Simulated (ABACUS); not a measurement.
# Rh (Fm-3m) in ABACUS: equation of state

Aim: energy against volume of Rh in PBE, for its equilibrium volume and stiffness.

Everything below comes from runs of ABACUS 3.10.1. Logs are shortened: lines on timing, memory, paths and dates and some standing lists are left out, and cuts for length are marked.

**What was measured.**

From “Thermal equation of state of rhodium characterized by XRD in a resistively heated diamond anvil cell”, 2024, pmc:11535440, for a bulk crystal of Rh: bulk modulus 264 ± 1 GPa.

How close the calculation comes is told below.

### Step 1. Starting point

Symmetry: Fm-3m, No. 225, cubic system. Conventional cell: a = 3.796 Å, b = 3.796 Å, c = 3.796 Å, α = 90.00°, β = 90.00°, γ = 90.00°. Rh (site symmetry m-3m) is surrounded by 12 Rh at 2.68 Å.

### Step 2. Equation of state, PBE, 12.85 Å³/atom (volume scaled by 0.94)

INPUT

```
INPUT_PARAMETERS
suffix              Rh
calculation         scf
basis_type          pw
pseudo_dir          ./
symmetry            1
dft_functional      pbe
ecutwfc             89
pseudo_rcut         10
nspin               1
nbands              13
ks_solver           dav
smearing_method     fd
smearing_sigma      0.00367493
scf_thr             1e-08
scf_nmax            100
mixing_type         broyden
mixing_beta         0.7
cal_force           1
cal_stress          1
kpar                4
```

STRU

```
ATOMIC_SPECIES
Rh 102.9055 Rh.upf

LATTICE_CONSTANT
1.8897261246

LATTICE_VECTORS
0.0000000000 1.8591074964 1.8591074964
1.8591074964 0.0000000000 1.8591074964
1.8591074964 1.8591074964 0.0000000000

ATOMIC_POSITIONS
Direct

Rh
0.0
1
0.0000000000 0.0000000000 0.0000000000 1 1 1
```

KPT

```
K_POINTS
0
Gamma
12 12 12 0 0 0
```

Potentials or basis: PseudoDojo NC SR 0.4.1 PBE standard, plane waves.

Launch:

```bash
$ OMP_NUM_THREADS=1 mpirun -np 4 abacus > log
```

running log:

```text
ABACUS v3.10.1

               Atomic-orbital Based Ab-initio Computation at UStc

 ------------------------------------------------------------------------------------

 READING GENERAL INFORMATION
                           global_out_dir = OUT.Rh/
                           global_in_card = INPUT
                               pseudo_dir = ./
                              orbital_dir =
                                    DSIZE = 4
                                    GSIZE = 1

 READING UNITCELL INFORMATION
                                    ntype = 1
                  lattice constant (Bohr) = 1.88973
              lattice constant (Angstrom) = 1

 READING ATOM TYPE 1
                               atom label = Rh
                      L=0, number of zeta = 1
                      L=1, number of zeta = 1
                      L=2, number of zeta = 1
             number of atom for this type = 1

                        TOTAL ATOM NUMBER = 1
DIRECT COORDINATES
    atom                   x                   y                   z     mag                  vx                  vy                  vz
taud_Rh1            0.0000000000        0.0000000000        0.0000000000  0.0000        0.0000000000        0.0000000000        0.0000000000

                          Volume (Bohr^3) = 86.7242
                             Volume (A^3) = 12.8512

 Lattice vectors: (Cartesian coordinate: in unit of a_0)
                   +0            +1.85911            +1.85911
             +1.85911                  +0            +1.85911
             +1.85911            +1.85911                  +0
 Reciprocal vectors: (Cartesian coordinate: in unit of 2 pi/a_0)
            -0.268946           +0.268946           +0.268946
            +0.268946           -0.268946           +0.268946
            +0.268946           +0.268946           -0.268946
 The esolver type has been set to : ksdft_pw

                PAO radial cut off (Bohr) = 10

 Read in pseudopotential file is Rh.upf
                     pseudopotential type = NC
          exchange-correlation functional = PBE
                 nonlocal core correction = 1
                        valence electrons = 17
                                     lmax = 2
                           number of zeta = 4
                     number of projectors = 6
                           L of projector = 0
                           L of projector = 0
                           L of projector = 1
                           L of projector = 1
                           L of projector = 2
                           L of projector = 2
     initial pseudo atomic orbital number = 10

 SETUP THE ELECTRONS NUMBER
            electron number of element Rh = 17
      total electron number of element Rh = 17
            AUTOSET number of electrons:  = 17
                           occupied bands = 9
                                   NBANDS = 13
                                   NLOCAL = 9

%%%%%%%%%%%%%%%%%%%%%%%%%%%%%%%%%%%%%%%%%%%%%%%%%%%%%%%%%%%%%%%%%%%%%%%%%%%%%%%%%%%%%%%%%%%%%%%%%%%%%%%%%%
 Warning: the number of valence electrons in pseudopotential > 9 for Rh: [Kr] 4d8 5s1
 Pseudopotentials with additional electrons can yield (more) accurate outcomes, but may be less efficient.
 If you're confident that your chosen pseudopotential is appropriate, you can safely ignore this warning.
%%%%%%%%%%%%%%%%%%%%%%%%%%%%%%%%%%%%%%%%%%%%%%%%%%%%%%%%%%%%%%%%%%%%%%%%%%%%%%%%%%%%%%%%%%%%%%%%%%%%%%%%%%

 SETUP THE PLANE WAVE BASIS
 energy cutoff for charge/potential (unit:Ry) = 356
            fft grid for charge/potential = [ 30, 30, 30 ]
                        fft grid division = [ 1, 1, 1 ]
        big fft grid for charge/potential = [ 30, 30, 30 ]
                                     nbxx = 27000
                                     nrxx = 27000

 SETUP PLANE WAVES FOR CHARGE/POTENTIAL
                    number of plane waves = 9841
                         number of sticks = 595

 PARALLEL PW FOR CHARGE/POTENTIAL
     PROC   COLUMNS(POT)             PW
        1            595           9841
 --------------- sum -------------------
        1            595           9841
                            number of |g| = 151
                                  max |g| = 32.0431
                                  min |g| = 0

----------- Double Check Mixing Parameters Begin ------------
mixing_type: broyden
mixing_beta: 0.7
mixing_gg0: 1
mixing_gg0_min: 0.1
mixing_ndim: 8
----------- Double Check Mixing Parameters End ------------

 LATTICE VECTORS: (CARTESIAN COORDINATE: IN UNIT OF A0)
                   +0            +1.85911            +1.85911
             +1.85911                  +0            +1.85911
             +1.85911            +1.85911                  +0
                       right hand lattice = 1
                                   NORM_A = 2.62918
[... 29 lines left out ...]
                     BRAVAIS LATTICE NAME = 02. Cubic I (body-centered)
                                    ibrav = 2
                       right hand lattice = 1
(for k-lattice: )
                             BRAVAIS TYPE = 2
                     BRAVAIS LATTICE NAME = 02. Cubic I (body-centered)
                                    ibrav = 2
                       right hand lattice = 1
                        ROTATION MATRICES = 48
                               nkstot_ibz = 72
K-POINTS REDUCTION ACCORDING TO SYMMETRY
     IBZ    DIRECT_X    DIRECT_Y    DIRECT_Z  WEIGHT  ibz2bz
       1  0.00000000  0.00000000  0.00000000  0.0006       0
       2  0.08333333  0.08333333  0.08333333  0.0046       1
       3  0.16666667  0.16666667  0.16666667  0.0046       2
       4  0.25000000  0.25000000  0.25000000  0.0046       3
       5  0.33333333  0.33333333  0.33333333  0.0046       4
       6  0.41666667  0.41666667  0.41666667  0.0046       5
[... 22 lines left out ...]
      29  0.33333333  0.33333333  0.08333333  0.0139      40
      30  0.41666667  0.41666667  0.16666667  0.0139      41
[... 42 further k points ...]

                               nkstot now = 72
[... K-POINTS DIRECT COORDINATES: 72 rows ...]

           k-point number in this process = 18
       minimum distributed K point number = 18
[... stars of the k points ...]

[... K-POINTS CARTESIAN COORDINATES: 18 rows ...]

[... K-POINTS DIRECT COORDINATES: 18 rows ...]

 SETUP PLANE WAVES FOR WAVE FUNCTIONS
     energy cutoff for wavefunc (unit:Ry) = 89
              fft grid for wave functions = [ 30, 30, 30 ]
                    number of plane waves = 1471
                         number of sticks = 169

 PARALLEL PW FOR WAVE FUNCTIONS
     PROC   COLUMNS(POT)             PW
        1            169           1471
 --------------- sum -------------------
        1            169           1471

 SETUP NONLOCAL PSEUDOPOTENTIALS IN PLANE WAVE BASIS
 Rh non-local projectors:
 projector 1 L=0
 projector 2 L=0
 projector 3 L=1
 projector 4 L=1
 projector 5 L=2
 projector 6 L=2
      TOTAL NUMBER OF NONLOCAL PROJECTORS = 18

 Init Non-Local PseudoPotential table :
 Init Non-Local-Pseudopotential done.

                                     npwx = 1248

 Make real space PAO into reciprocal space.
       max mesh points in Pseudopotential = 1001
     dq(describe PAO in reciprocal space) = 0.01
                                    max q = 1136

 number of pseudo atomic orbitals for Rh is 4
WARNING: norm of atomic wavefunction # 3 of atomic type Rh is 0.999998, renormalized
WARNING: norm of atomic wavefunction # 4 of atomic type Rh is 0.999701, renormalized

 -------------------------------------------
 SELF-CONSISTENT
 -------------------------------------------
                                 init_chg = atomic

 PW ALGORITHM --------------- ION=   1  ELEC=   1--------------------------------
 Notice: Threshold on eigenvalues was too large.
 hsover_error=0.17 > DRHO=0.105421
 Origin diag ethr = 0.01
 New diag ethr = 0.000620123

 Density error is 0.106423070946
                          Error Threshold = 0.000620122655054
----------------------------------------------------------
     Energy           Rydberg                 eV
----------------------------------------------------------
 E_KohnSham     -234.5357028305      -3191.0219429297
 E_Harris       -237.7319774322      -3234.5094898854
 E_Fermi        1.9016105319         25.8727386107
----------------------------------------------------------
[... 51 lines left out ...]
 Density error is 2.06473589291e-09
                          Error Threshold = 7.70819470697e-10
----------------------------------------------------------
     Energy           Rydberg                 eV
----------------------------------------------------------
 E_KohnSham     -234.5707660274      -3191.4990021969
 E_KS(sigma->0) -234.5704945026      -3191.4953079134
 E_Harris       -234.5710059408      -3191.5022663866
 E_band         -3.7492134866        -51.0106664361
 E_one_elec     -43.8778774368       -596.9891492861
 E_Hartree      35.8092668899        487.2100709051
 E_xc           -37.9237305653       -515.9788251042
 E_Ewald        -188.5778818657      -2565.7337101448
 E_entropy(-TS) -0.0005430495        -0.0073885669
 E_descf        0.0000000000         0.0000000000
 E_exx          0.0000000000         0.0000000000
 E_Fermi        1.8164524106         24.7141029293
----------------------------------------------------------

 charge density convergence is achieved
 final etot is -3191.4990022 eV
 EFERMI = 24.714102929 eV

 STATE ENERGY(eV) AND OCCUPATIONS    NSPIN == 1
 1/18 kpoint (Cartesian) = 0.0000 0.0000 0.0000 (1243 pws)
       1       -54.4525     0.00115741
       2       -21.8188     0.00115741
       3       -21.8188     0.00115741
       4       -21.8188     0.00115741
       5        16.2302     0.00115741
       6        21.2635     0.00115741
       7        21.2635     0.00115741
       8        21.2635     0.00115741
       9        23.5849     0.00115741
      10        23.5849     0.00115741
      11        40.8146        0.00000
      12        46.6144        0.00000
      13        46.6144        0.00000
[... 61 lines left out ...]
 6/18 kpoint (Cartesian) = 0.11206 0.11206 0.11206 (1221 pws)
       1       -54.3117     0.00925926
       2       -22.6822     0.00925926
       3       -21.9364     0.00925926
       4       -21.9364     0.00925926
       5        18.0556     0.00925926
       6        21.2513     0.00925926
       7        21.2513     0.00925926
       8        24.3658     0.00925053
       9        25.0629    8.64421e-06
      10        25.0629    8.64421e-06
      11        35.2708        0.00000
      12        40.6845        0.00000
      13        47.3936        0.00000

[... levels at 12 further k points ...]

------------------------------------------------------------------------------------------
 TOTAL-FORCE (eV/Angstrom)
------------------------------------------------------------------------------------------
                       Rh1         0.0000000000         0.0000000000         0.0000000000
------------------------------------------------------------------------------------------

----------------------------------------------------------------
 TOTAL-STRESS (KBAR)
----------------------------------------------------------------
       291.6826921326        -0.0000000000         0.0000000000
        -0.0000000000       291.6826921326         0.0000000000
        -0.0000000000         0.0000000000       291.6826921326
----------------------------------------------------------------
 TOTAL-PRESSURE: 291.682692 KBAR

 --------------------------------------------
 !FINAL_ETOT_IS -3191.4990021968774272 eV
 --------------------------------------------
```

Wall time 8.2 s (4 MPI ranks of Intel Xeon Platinum 8259CL at 2.50GHz (Skylake/Cascade Lake), shared host); peak memory 0.24 GiB.

What came out:

* Free energy: -3191.4990 eV
* Pressure: 29.2 GPa
* Band gap on the k mesh: none (metal or under the smearing width)

### Step 3. Equation of state, PBE, 13.12 Å³/atom (volume scaled by 0.96)

INPUT is that of step 2.

STRU

```
ATOMIC_SPECIES
Rh 102.9055 Rh.upf

LATTICE_CONSTANT
1.8897261246

LATTICE_VECTORS
0.0000000000 1.8722002341 1.8722002341
1.8722002341 0.0000000000 1.8722002341
1.8722002341 1.8722002341 0.0000000000

ATOMIC_POSITIONS
Direct

Rh
0.0
1
0.0000000000 0.0000000000 0.0000000000 1 1 1
```

KPT is that of step 2.

Potentials or basis: PseudoDojo NC SR 0.4.1 PBE standard, plane waves.

Launch:

```bash
$ OMP_NUM_THREADS=1 mpirun -np 4 abacus > log
```

It took 4.7 s on 4 MPI ranks of Intel Xeon Platinum 8259CL at 2.50GHz (Skylake/Cascade Lake), shared host; peak memory 0.24 GiB.

It converged, with:

```
Free energy            : -3191.5420 eV
Pressure               : 21.1 GPa
Band gap on the k mesh : none (metal or under the smearing width)
```

### Step 4. Equation of state, PBE, 13.40 Å³/atom (volume scaled by 0.98)

INPUT is that of step 3.

STRU

```
ATOMIC_SPECIES
Rh 102.9055 Rh.upf

LATTICE_CONSTANT
1.8897261246

LATTICE_VECTORS
0.0000000000 1.8851123679 1.8851123679
1.8851123679 0.0000000000 1.8851123679
1.8851123679 1.8851123679 0.0000000000

ATOMIC_POSITIONS
Direct

Rh
0.0
1
0.0000000000 0.0000000000 0.0000000000 1 1 1
```

KPT is that of step 3.

Launch:

```bash
$ OMP_NUM_THREADS=1 mpirun -np 4 abacus > log
```

Wall time 5.1 s (4 MPI ranks of Intel Xeon Platinum 8259CL at 2.50GHz (Skylake/Cascade Lake), shared host); peak memory 0.24 GiB.

It converged, with:

* Free energy: -3191.5720 eV
* Pressure: 14.0 GPa
* Band gap on the k mesh: none (metal or under the smearing width)

### Step 5. Equation of state, PBE, 13.67 Å³/atom

INPUT is that of step 4.

STRU

```
ATOMIC_SPECIES
Rh 102.9055 Rh.upf

LATTICE_CONSTANT
1.8897261246

LATTICE_VECTORS
0.0000000000 1.8978500000 1.8978500000
1.8978500000 0.0000000000 1.8978500000
1.8978500000 1.8978500000 0.0000000000

ATOMIC_POSITIONS
Direct

Rh
0.0
1
0.0000000000 0.0000000000 0.0000000000 1 1 1
```

KPT is that of step 4.

Launch:

```bash
$ OMP_NUM_THREADS=1 mpirun -np 4 abacus > log
```

Run time: 4.2 s. Hardware: 4 MPI ranks of Intel Xeon Platinum 8259CL at 2.50GHz (Skylake/Cascade Lake), shared host; peak memory 0.24 GiB.

The run converged. Its results:

```yaml
Free_energy: -3191.5906 eV
Pressure: 7.7 GPa
Band_gap_on_the_k_mesh: none (metal or under the smearing width)
```

### Step 6. Equation of state, PBE, 13.94 Å³/atom (volume scaled by 1.02)

INPUT is that of step 5.

STRU

```
ATOMIC_SPECIES
Rh 102.9055 Rh.upf

LATTICE_CONSTANT
1.8897261246

LATTICE_VECTORS
0.0000000000 1.9104189093 1.9104189093
1.9104189093 0.0000000000 1.9104189093
1.9104189093 1.9104189093 0.0000000000

ATOMIC_POSITIONS
Direct

Rh
0.0
1
0.0000000000 0.0000000000 0.0000000000 1 1 1
```

KPT is that of step 5.

Potentials or basis: PseudoDojo NC SR 0.4.1 PBE standard, plane waves.

Launch:

```bash
$ OMP_NUM_THREADS=1 mpirun -np 4 abacus > log
```

It took 5 s on 4 MPI ranks of Intel Xeon Platinum 8259CL at 2.50GHz (Skylake/Cascade Lake), shared host; peak memory 0.24 GiB.

The run converged. Its results:

* Free energy: -3191.5991 eV
* Pressure: 2.1 GPa
* Band gap on the k mesh: none (metal or under the smearing width)

### Step 7. Equation of state, PBE, 14.22 Å³/atom (volume scaled by 1.04)

INPUT is that of step 6.

STRU

```
ATOMIC_SPECIES
Rh 102.9055 Rh.upf

LATTICE_CONSTANT
1.8897261246

LATTICE_VECTORS
0.0000000000 1.9228245745 1.9228245745
1.9228245745 0.0000000000 1.9228245745
1.9228245745 1.9228245745 0.0000000000

ATOMIC_POSITIONS
Direct

Rh
0.0
1
0.0000000000 0.0000000000 0.0000000000 1 1 1
```

KPT is that of step 6.

Launch:

```bash
$ OMP_NUM_THREADS=1 mpirun -np 4 abacus > log
```

It took 5 s on 4 MPI ranks of Intel Xeon Platinum 8259CL at 2.50GHz (Skylake/Cascade Lake), shared host; peak memory 0.24 GiB.

It converged, with:

* Free energy: -3191.5985 eV
* Pressure: -2.9 GPa
* Band gap on the k mesh: none (metal or under the smearing width)

(Continued in part 2 of 2.)
